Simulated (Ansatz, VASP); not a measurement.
# One calculation of Na5H, two programs

```
Na H
1.0
     5.33263    0.00000    0.00000
    -2.66632    4.61820    0.00000
     0.00000    0.00000    4.33404
Na H
5 1
Direct
  0.00000 0.50000 0.50000
  0.33333 0.66667 0.00000
  0.66667 0.33333 0.00000
  0.50000 0.00000 0.50000
  0.50000 0.50000 0.50000
  0.00000 0.00000 0.00000
```

Change from the starting cell: species swapped into the TbCu5 type (P6/mmm, No. 191).

Alike in both runs: task single point; functional PBE; k mesh 6 × 6 × 4; occupations gaussian, width 0.1 eV; no spin polarisation.

|  | VASP | Ansatz |
| --- | --- | --- |
| version | VASP 6.6.1 | Ansatz 0.2.0 |
| potentials or method | VASP PAW PBE potentials, release 64 (Na_pv, H) | scalar-relativistic, plane waves, PAW |
| plane-wave cutoff (eV) | 520 | 420 |
| valence electrons in the cell | 36 | 46 |

```csv
,VASP,Ansatz,Ansatz less VASP
gap on the k mesh at the Fermi level (eV),none,none,-
pressure (GPa),19.0,19.0,0.00
largest component of the traceless stress (GPa),5.85,5.83,-0.020
```

A gap of «none» marks a metal or a gap that the smearing closes. The two sets of potentials don't hold the same shells in valence.

Caveats: the k mesh is coarse (spacing up to 0.36 Å⁻¹), so the values aren't converged; so large a pressure means that the cell lies far from this level's equilibrium, or that cutoff or potentials fall short (VASP).
